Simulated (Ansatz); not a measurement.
# Rhodium, omega (AlB2-type) under RPBE: structure, energy and stiffness, part 2 of 2

The plan for rhodium in the omega (AlB2-type) structure: relax it, solve it on a dense k-mesh, then scale the cell to 7 volumes from 88 to 112 % of the relaxed one and try a fit of the equation of state. Spin polarisation is left out. The k-meshes are 9×9×12 for the relaxation; 11×11×15 for the dense run; 9×9×13 for the volumes.

Ansatz 0.2.0; DFT, RPBE, plane waves (420 eV) with PAW, scalar-relativistic. The steps go on from the part before.

## Step 5: The cell scaled to 92 % of its volume

input.yaml reads:

```yaml
crystal:
  lattice:
    - [4.2466452135, 0.0, 0.0]
    - [-2.1233226068, 3.6777026357, 0.0]
    - [0.0, 0.0, 2.6069746773]
  atoms:
    - { symbol: Rh, position: [0.0, 0.0, 0.0] }
    - { symbol: Rh, position: [0.3333333333, 0.6666666667, 0.5] }
    - { symbol: Rh, position: [0.6666666667, 0.3333333333, 0.5] }
hamiltonian:
  xc: rpbe
  pseudopotentials:
    kind: paw
    azcp:
      Rh: "pseudopotentials/Rh.paw.azcp"
basis:
  ecutwfc: 420
  fft_grid_basis: typed
kpoints:
  mp_grid: { grid: [9, 9, 13], shift: [0, 0, 0] }
magnetization:
  spin_polarized: false
scf:
  occupations: { method: fermi_dirac, width: 0.1 }
  lower_state_search: "off"
output:
  stress: true
```

Standard output, shortened:

```text
Warning: RAYON_NUM_THREADS=2 ignored (pool sized by the plan → 2); use --threads N
[...]
Pseudopotentials: kind: paw
Pseudopotential: Rh, paw, valence charge 17, recommended cutoff 420 eV (normal), <dir>
Functional definition: RPBE
[...]
Crystal: 3 atoms, lattice volume = 40.715 Å³
Basis set: ecut = 420 eV, 783 PW (Γ)
Bands: 31, of which v1, the nominal top of the filled ones, is band 26 counted from 1 (25 counted from 0)
Symmetry: 24 space group operations
Space group: P6/mmm (ITA 191), of the structure as read, at distance tolerance 3.4e-5 Å
k-points: 84 of 1053
[...]
SCF iter   1: F=—  HF=-19230.346591 eV  |F-HF|=—  |Δ(HF+E_count)|=         —  Δρ=9.51e-3  dr2=1.41e-2  ethr=1.77e-3  ⟨swp⟩=5.2  Hψ=9185  notcnv=0
[...]
SCF iter   6: F=-19230.349682 eV  HF=-19230.349682 eV  |F-HF|=1.70e-8  |Δ(HF+E_count)|=   7.44e-8  Δρ=1.12e-5  dr2=3.02e-8  ethr=1.96e-10  ⟨swp⟩=4.0  Hψ=8613  notcnv=0
[...]
SCF converged after 6 iterations
Free energy (F): -19230.349682 eV
[...]
E sigma→0 (E₀):  -19230.263878 eV
Entropy (-TS):   -0.171610 eV (-57.203 meV/atom)
Fermi energy:    22.902883 eV
[...]
--- Stress (GPa, compression-positive) ---
       23.500328      -0.000000       0.000000
       -0.000000      23.500328       0.000000
        0.000000       0.000000      20.743681
  P = ⅓ Tr σ = 22.5814 GPa (225.814 kbar)
```

It took 1.1 s on 2 threads of an x86-64 CPU, shared host; peak memory 0.38 GiB.

## Step 6: The cell scaled to 96 % of its volume

input.yaml: that of step 5 with these lines changed.

```diff
@@ -2,5 +2,5 @@
   lattice:
-    - [4.2466452135, 0.0, 0.0]
-    - [-2.1233226068, 3.6777026357, 0.0]
-    - [0.0, 0.0, 2.6069746773]
+    - [4.3073197711, 0.0, 0.0]
+    - [-2.1536598856, 3.730248344, 0.0]
+    - [0.0, 0.0, 2.644222205]
   atoms:
```

Standard output, shortened:

```text
Warning: RAYON_NUM_THREADS=2 ignored (pool sized by the plan → 2); use --threads N
[...]
[... 3 set-up lines as earlier in the session ...]
[...]
Crystal: 3 atoms, lattice volume = 42.486 Å³
Basis set: ecut = 420 eV, 819 PW (Γ)
Bands: 31, of which v1, the nominal top of the filled ones, is band 26 counted from 1 (25 counted from 0)
[... 2 set-up lines as earlier in the session ...]
k-points: 84 of 1053
[...]
SCF iter   1: F=—  HF=-19230.522921 eV  |F-HF|=—  |Δ(HF+E_count)|=         —  Δρ=9.00e-3  dr2=1.59e-2  ethr=1.77e-3  ⟨swp⟩=5.1  Hψ=9019  notcnv=0
[...]
SCF iter   6: F=-19230.525941 eV  HF=-19230.525941 eV  |F-HF|=4.74e-9  |Δ(HF+E_count)|=   3.70e-8  Δρ=1.05e-5  dr2=1.20e-8  ethr=1.96e-10  ⟨swp⟩=4.0  Hψ=8634  notcnv=0
[...]
SCF converged after 6 iterations
Free energy (F): -19230.525941 eV
[...]
E sigma→0 (E₀):  -19230.434090 eV
Entropy (-TS):   -0.183701 eV (-61.234 meV/atom)
Fermi energy:    21.688575 eV
[...]
--- Stress (GPa, compression-positive) ---
       10.395007      -0.000000       0.000000
       -0.000000      10.395007       0.000000
        0.000000       0.000000       8.747270
  P = ⅓ Tr σ = 9.8458 GPa (98.458 kbar)
```

It took 1.2 s on 2 threads of an x86-64 CPU, shared host; peak memory 0.38 GiB.

## Step 7: The cell scaled to 100 % of its volume

input.yaml: that of step 6 with these lines changed.

```diff
@@ -2,5 +2,5 @@
   lattice:
-    - [4.3073197711, 0.0, 0.0]
-    - [-2.1536598856, 3.730248344, 0.0]
-    - [0.0, 0.0, 2.644222205]
+    - [4.3663314846, 0.0, 0.0]
+    - [-2.1831657423, 3.781353987, 0.0]
+    - [0.0, 0.0, 2.6804489287]
   atoms:
@@ -27 +27,5 @@
   stress: true
+  write_density: true
+  write_potential: true
+  elf: true
+  volumetric_format: npy
```

Standard output, shortened:

```text
Warning: RAYON_NUM_THREADS=2 ignored (pool sized by the plan → 2); use --threads N
[...]
[... 3 set-up lines as earlier in the session ...]
[...]
Crystal: 3 atoms, lattice volume = 44.256 Å³
Basis set: ecut = 420 eV, 903 PW (Γ)
Bands: 31, of which v1, the nominal top of the filled ones, is band 26 counted from 1 (25 counted from 0)
[... 2 set-up lines as earlier in the session ...]
k-points: 84 of 1053
[...]
SCF iter   1: F=—  HF=-19230.575107 eV  |F-HF|=—  |Δ(HF+E_count)|=         —  Δρ=8.70e-3  dr2=2.02e-2  ethr=1.77e-3  ⟨swp⟩=5.0  Hψ=8831  notcnv=0
[...]
SCF iter   6: F=-19230.577566 eV  HF=-19230.577566 eV  |F-HF|=9.75e-9  |Δ(HF+E_count)|=   5.10e-8  Δρ=1.27e-5  dr2=2.02e-8  ethr=1.96e-10  ⟨swp⟩=8.5  Hψ=16960  notcnv=0
[...]
SCF converged after 6 iterations
Free energy (F): -19230.577566 eV
[...]
E sigma→0 (E₀):  -19230.479493 eV
Entropy (-TS):   -0.196145 eV (-65.382 meV/atom)
Fermi energy:    20.572312 eV
[...]
--- Stress (GPa, compression-positive) ---
        0.170766       0.000000       0.000000
        0.000000       0.170766       0.000000
        0.000000       0.000000      -0.607551
  P = ⅓ Tr σ = -0.0887 GPa (-0.887 kbar)
--- Band table (eV; the first three rows and the last of 84) ---
[...]
```

Run time: 1.8 s. Hardware: 2 threads of an x86-64 CPU, shared host; peak memory 0.39 GiB.

Density in a lattice plane of the grid's cell (edges 4.37 and 4.37 Å, at 0.500 of the third edge), which holds Rh.

Ten even steps from '0' (0.23 e/Å³) to '9' (14.09 e/Å³):
```
000000000000000000000000
000000000000000000000000
000000001122100000000000
000000123443210000000000
000001356764210000000000
000013589974200000000000
000024799863100000000000
000125787631000000000000
000124554310000000010000
000112221100000112221100
000001000000001345542100
000000000000013678752100
000000000000136899742000
000000000000247998531000
000000000001246765310000
000000000001234432100000
000000000000122110000000
000000000000000000000000
000000000000000000000000
000000000000000000000000
```
Columns run along the first of these edges and rows up along the second, over one cell in 24 and 20 even steps from the bottom left corner. Atoms in the plane (fractional): Rh at (0.33, 0.67), Rh at (0.67, 0.33).

ELF in the same plane.

Ten even steps from ' ' (0.18) to '@' (0.77):
```
..............    ..........      ..............
........        ..::::--::..        ............
......        ::==++****++--..      ............
....      ..--**##%%%%%%**==..      ............
....    ..==##%%@@@@@@@@##==..    ..............
..    ..==##@@@@@@@@@@@@**--      ....        ..
..    --**%%@@@@@@@@@@##==..  ..                
......==##%%@@@@@@@@##++::......                
....::==##%%@@@@%%##++::..........::------......
::..::--++######++--::..::..::--++######++--::..
........------::..........::++##%%@@@@%%##==::..
..                ......::++##@@@@@@@@%%##==....
..                ..  ..==##@@@@@@@@@@%%**--    
....        ....      --**@@@@@@@@@@@@##==..    
................    ..==##@@@@@@@@%%##==..    ..
..............      ..==**%%%%%%##**--..      ..
..............      ..--++****++==::        ....
..............        ..::--::::..        ......
................      ..........    ............
........................::......................
```
Columns run along the first of these edges and rows up along the second, over one cell in 24 and 20 even steps from the bottom left corner. Atoms in the plane (fractional): Rh at (0.33, 0.67), Rh at (0.67, 0.33).

Both are smooth fields of the valence electrons: close to the nuclei they are not physical.

## Step 8: The cell scaled to 104 % of its volume

input.yaml: that of step 7 with these lines changed.

```diff
@@ -2,5 +2,5 @@
   lattice:
-    - [4.3663314846, 0.0, 0.0]
-    - [-2.1831657423, 3.781353987, 0.0]
-    - [0.0, 0.0, 2.6804489287]
+    - [4.4237898038, 0.0, 0.0]
+    - [-2.2118949019, 3.8311143511, 0.0]
+    - [0.0, 0.0, 2.7157220386]
   atoms:
```

Standard output, shortened:

```text
Warning: RAYON_NUM_THREADS=2 ignored (pool sized by the plan → 2); use --threads N
[...]
[... 3 set-up lines as earlier in the session ...]
[...]
Crystal: 3 atoms, lattice volume = 46.026 Å³
Basis set: ecut = 420 eV, 915 PW (Γ)
Bands: 31, of which v1, the nominal top of the filled ones, is band 26 counted from 1 (25 counted from 0)
[... 1 set-up line as earlier in the session ...]
Space group: P6/mmm (ITA 191), of the structure as read, at distance tolerance 3.6e-5 Å
k-points: 84 of 1053
[...]
SCF iter   1: F=—  HF=-19230.530681 eV  |F-HF|=—  |Δ(HF+E_count)|=         —  Δρ=8.71e-3  dr2=2.73e-2  ethr=1.77e-3  ⟨swp⟩=5.0  Hψ=8678  notcnv=0
[...]
SCF iter   6: F=-19230.532089 eV  HF=-19230.532089 eV  |F-HF|=6.67e-9  |Δ(HF+E_count)|=   1.28e-8  Δρ=1.96e-5  dr2=7.61e-8  ethr=1.96e-10  ⟨swp⟩=6.1  Hψ=17500  notcnv=0
[...]
SCF converged after 6 iterations
Free energy (F): -19230.532089 eV
[...]
E sigma→0 (E₀):  -19230.427639 eV
Entropy (-TS):   -0.208901 eV (-69.634 meV/atom)
Fermi energy:    19.543116 eV
[...]
--- Stress (GPa, compression-positive) ---
       -7.784373       0.000000       0.000000
       -0.000000      -7.784373       0.000000
        0.000000       0.000000      -7.881051
  P = ⅓ Tr σ = -7.8166 GPa (-78.166 kbar)
--- Band table (eV; the first three rows and the last of 84) ---
[...]
```

Run time: 1.8 s. Hardware: 2 threads of an x86-64 CPU, shared host; peak memory 0.4 GiB.

## Step 9: The cell scaled to 108 % of its volume

input.yaml: that of step 8 with these lines changed.

```diff
@@ -2,5 +2,5 @@
   lattice:
-    - [4.4237898038, 0.0, 0.0]
-    - [-2.2118949019, 3.8311143511, 0.0]
-    - [0.0, 0.0, 2.7157220386]
+    - [4.4797930883, 0.0, 0.0]
+    - [-2.2398965442, 3.8796146181, 0.0]
+    - [0.0, 0.0, 2.7501019166]
   atoms:
```

Standard output, shortened:

```text
Warning: RAYON_NUM_THREADS=2 ignored (pool sized by the plan → 2); use --threads N
[...]
[... 3 set-up lines as earlier in the session ...]
[...]
Crystal: 3 atoms, lattice volume = 47.796 Å³
Basis set: ecut = 420 eV, 939 PW (Γ)
Bands: 31, of which v1, the nominal top of the filled ones, is band 26 counted from 1 (25 counted from 0)
[... 2 set-up lines as earlier in the session ...]
k-points: 84 of 1053
[...]
SCF iter   1: F=—  HF=-19230.411090 eV  |F-HF|=—  |Δ(HF+E_count)|=         —  Δρ=8.86e-3  dr2=3.49e-2  ethr=1.77e-3  ⟨swp⟩=5.0  Hψ=8609  notcnv=0
[...]
SCF iter   6: F=-19230.411230 eV  HF=-19230.411230 eV  |F-HF|=3.25e-8  |Δ(HF+E_count)|=   4.00e-7  Δρ=1.93e-5  dr2=6.46e-8  ethr=1.96e-10  ⟨swp⟩=6.1  Hψ=17316  notcnv=0
[...]
SCF converged after 6 iterations
Free energy (F): -19230.411230 eV
[...]
E sigma→0 (E₀):  -19230.300267 eV
Entropy (-TS):   -0.221926 eV (-73.975 meV/atom)
Fermi energy:    18.591482 eV
[...]
--- Stress (GPa, compression-positive) ---
      -13.945886      -0.000000       0.000000
       -0.000000     -13.945886       0.000000
        0.000000       0.000000     -13.509061
  P = ⅓ Tr σ = -13.8003 GPa (-138.003 kbar)
--- Band table (eV; the first three rows and the last of 84) ---
[...]
```

It took 1.8 s on 2 threads of an x86-64 CPU, shared host; peak memory 0.4 GiB.

## Step 10: The cell scaled to 112 % of its volume

input.yaml: that of step 9 with these lines changed.

```diff
@@ -2,5 +2,5 @@
   lattice:
-    - [4.4797930883, 0.0, 0.0]
-    - [-2.2398965442, 3.8796146181, 0.0]
-    - [0.0, 0.0, 2.7501019166]
+    - [4.5344300961, 0.0, 0.0]
+    - [-2.2672150481, 3.9269316549, 0.0]
+    - [0.0, 0.0, 2.7836430505]
   atoms:
@@ -27,5 +27 @@
   stress: true
-  write_density: true
-  write_potential: true
-  elf: true
-  volumetric_format: npy
```

Standard output, shortened:

```text
Warning: RAYON_NUM_THREADS=2 ignored (pool sized by the plan → 2); use --threads N
[...]
[... 3 set-up lines as earlier in the session ...]
[...]
Crystal: 3 atoms, lattice volume = 49.567 Å³
Basis set: ecut = 420 eV, 963 PW (Γ)
Bands: 31, of which v1, the nominal top of the filled ones, is band 26 counted from 1 (25 counted from 0)
[... 1 set-up line as earlier in the session ...]
Space group: P6/mmm (ITA 191), of the structure as read, at distance tolerance 3.7e-5 Å
k-points: 84 of 1053
[...]
SCF iter   1: F=—  HF=-19230.233122 eV  |F-HF|=—  |Δ(HF+E_count)|=         —  Δρ=8.93e-3  dr2=4.02e-2  ethr=1.77e-3  ⟨swp⟩=5.0  Hψ=8602  notcnv=0
[...]
SCF iter   6: F=-19230.232220 eV  HF=-19230.232220 eV  |F-HF|=4.08e-8  |Δ(HF+E_count)|=   6.97e-7  Δρ=1.90e-5  dr2=6.05e-8  ethr=1.96e-10  ⟨swp⟩=3.0  Hψ=11332  notcnv=0
[...]
SCF converged after 6 iterations
Free energy (F): -19230.232220 eV
[...]
E sigma→0 (E₀):  -19230.114635 eV
Entropy (-TS):   -0.235170 eV (-78.390 meV/atom)
Fermi energy:    17.709386 eV
[...]
--- Stress (GPa, compression-positive) ---
      -18.684515      -0.000000      -0.000000
       -0.000000     -18.684515       0.000000
       -0.000000       0.000000     -17.832326
  P = ⅓ Tr σ = -18.4005 GPa (-184.005 kbar)
```

Wall time 1.3 s (2 threads of an x86-64 CPU, shared host); peak memory 0.39 GiB.

## Step 11: Fitting the volumes

All volumes keep the relaxed shape and fractional coordinates.

| V (Å³/atom) | E − E₀ (meV/atom) | P from the stress (GPa) | P from the fit (GPa) |
| --- | --- | --- | --- |
| 12.982 | 181.9 | 38.89 | 38.44 |
| 13.572 | 71.9 | 22.58 | 22.03 |
| 14.162 | 15.2 | 9.85 | 9.28 |
| 14.752 | 0.0 | -0.09 | -0.65 |
| 15.342 | 17.3 | -7.82 | -8.39 |
| 15.932 | 59.8 | -13.80 | -14.39 |
| 16.522 | 121.7 | -18.40 | -19.05 |

Fit (Birch-Murnaghan, third order): V₀ = 14.708 Å³/atom, B₀ = 222 GPa, B₀′ = 5.2, largest residual 0.05 meV/atom.

Fit and stress differ a little: one follows E(σ → 0), the other the smeared free energy.

## Step 12: Results

This closing draws on all 2 parts.

| quantity | value |
| --- | --- |
| space group (spins left aside) | P6/mmm (No. 191) |
| conventional cell | a = 4.366 Å, c = 2.680 Å (c/a = 0.614) |
| volume | 14.752 Å³/atom |
| shortest distance | 2.521 Å |
| gap on the mesh | none (levels filled in part) |
| relative to fcc | +216 meV/atom |
| V₀, B₀, B₀′ | 14.708 Å³/atom, 222 GPa, 5.2 |

From the guessed start the volume grew by 7.3 % in 6 steps. Against the reference form of rhodium (fcc, computed apart with the same settings) it stands 216 meV/atom higher. No gap shows: it is a metal or semimetal at this level. The fitted modulus is 222 GPa; letting shape and positions relax at each volume could only lower it. Relaxation kept the symmetry; phonons were not checked.
